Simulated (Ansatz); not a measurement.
NaF: stiffness from a series of strains

```yaml
crystal:
  lattice:
    - [0.00000, 2.32330, 2.32330]
    - [2.32330, 0.00000, 2.32330]
    - [2.32330, 2.32330, 0.00000]
  atoms:
    - { symbol: Na, position: [0.00000, 0.00000, 0.00000] }
    - { symbol: F, position: [0.50000, 0.50000, 0.50000] }
```

Atoms are numbered in the order listed.

The geometry is COD entry 9007459, unchecked; take it as a test cell.

All numbers below come from DFT, LDA, all-electron LAPW, scalar-relativistic in Ansatz 0.2.0.

The runs use a Γ-centred 10×10×10 k mesh, Fermi–Dirac smearing of 0.02 eV, basis error target 0.5 meV/atom, no spin polarisation.

The strain is applied along the Cartesian axes of the cell as listed (the other components stay zero). Fractional coordinates are held (clamped ions).

σ is the change of stress from the unstrained cell, which is at -4.61 GPa; tension is positive, so slopes are stress–strain coefficients at that pressure.

Only quantities that a quadratic follows smoothly over the whole series are listed; rougher ones are left out.

| εzz | σzz (GPa) | σxx (GPa) |
| --- | --- | --- |
| -0.0200 | -1.87 | -0.37 |
| 0.0000 | 0.00 | 0.00 |
| 0.0100 | 0.74 | 0.17 |
| 0.0200 | 1.36 | 0.34 |

Problem. Fit the series and read off the stiffness at zero strain.

Solution. Least-squares fits y = p0 + p1 x + p2 x² to the rows give σzz (GPa): p1 = 80.7, p2 = -630; σxx (GPa): p1 = 17.7, p2 = -34. So C11 = 81 GPa and C12 = 18 GPa, which gives B = (C11 + 2 C12)/3 = 39 GPa.

Problem. One run, at εzz = -0.0100, is withheld. Predict its row.

Solution. The fits give -0.87, -0.18; the run gave -0.86, -0.18.
